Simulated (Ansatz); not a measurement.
Isolated molecules relaxed with PBE0-D4/def2-TZVP in Ansatz; ΔE leaves out vibrations. CBS: MP2 limit from def2 TZ/QZ plus the TZ coupled-cluster correction, frozen cores. This one scheme is used for every species. DFT in def2-TZVPP. Each species was taken in one conformer, which may not be the lowest.

Reaction (ligand exchange at a B–O bond): `CB(Cl)OC(C)=O` + `[SiH3]N[SiH3]` → `CB(Cl)N([SiH3])[SiH3]` + acetic acid

`CB(Cl)OC(C)=O`:

```xyz
13

C     1.850    0.856   -0.641
B     0.357    1.278   -0.583
Cl   -0.140    2.892   -1.093
O    -0.686    0.508   -0.133
C    -0.631   -0.841    0.084
C    -1.690   -1.268    1.046
O     0.148   -1.556   -0.468
H     2.114    0.127    0.127
H     2.516    1.717   -0.587
H     2.029    0.357   -1.601
H    -1.651   -2.345    1.186
H    -2.669   -0.969    0.665
H    -1.549   -0.755    2.000
```

`[SiH3]N[SiH3]`:

```xyz
10

Si   -0.973   -1.184    0.297
N    -0.459    0.385   -0.205
Si    1.133    1.052   -0.219
H     0.178   -1.833    0.972
H    -1.408   -2.036   -0.845
H    -2.123   -1.090    1.237
H    -1.181    0.974   -0.597
H     2.012    0.114    0.522
H     1.155    2.388    0.436
H     1.667    1.229   -1.598
```

`CB(Cl)N([SiH3])[SiH3]`:

Cartesian coordinates in Å:
```
C 0.270 1.104 1.994
B 0.784 0.286 0.766
Cl 2.545 -0.081 0.762
N 0.046 -0.202 -0.334
Si 0.877 -1.091 -1.613
Si -1.680 -0.014 -0.577
H 0.464 0.542 2.913
H -0.790 1.357 1.966
H 0.845 2.030 2.085
H -0.196 -1.419 -2.592
H 1.466 -2.354 -1.112
H 1.898 -0.257 -2.288
H -1.929 0.749 -1.826
H -2.292 0.702 0.565
H -2.308 -1.353 -0.707
```

`CC(=O)O`:

```xyz
8

C     0.223    0.241    0.902
C    -0.077   -0.406   -0.412
O    -0.039   -1.583   -0.643
O    -0.407    0.503   -1.348
H     1.046    0.950    0.785
H    -0.646    0.806    1.243
H     0.485   -0.520    1.633
H    -0.585    0.008   -2.160
```

```tsv
level	ΔE (kJ/mol)
PBE0-D4	-16.5
ωB97X-V	-8.8
MP2/def2-TZVPP	-15.9
CCSD/CBS(def2)	-8.4
```

(1) What does CCSD(T)/CBS give? (Estimate.)

Largest T1 diagnostic among the species: 0.015.

Answers

(1) The calculation gave: -12.4 kJ/mol. The listed levels differ from it by -4.1, 3.6, -3.5, 4.0 kJ/mol.

The D4 term adds −10.9 kJ/mol with B3LYP and −5.8 kJ/mol with PBE0; it sums over pairs of atoms, weighted by their polarisabilities, and B3LYP, whose exchange is more repulsive, gets the larger term. In def2-TZVPP, CCSD(T) changes the Hartree–Fock value by −25.0 kJ/mol (the triples alone add −3.9 kJ/mol) and MP2 by −29.6 kJ/mol.

B3LYP here is the variant with VWN-RPA as its local correlation; programs differ in this.

CCSD(T)/CBS has its own doubt, a few kJ/mol and more with outer-core shells, so smaller differences from it don't rank the levels.
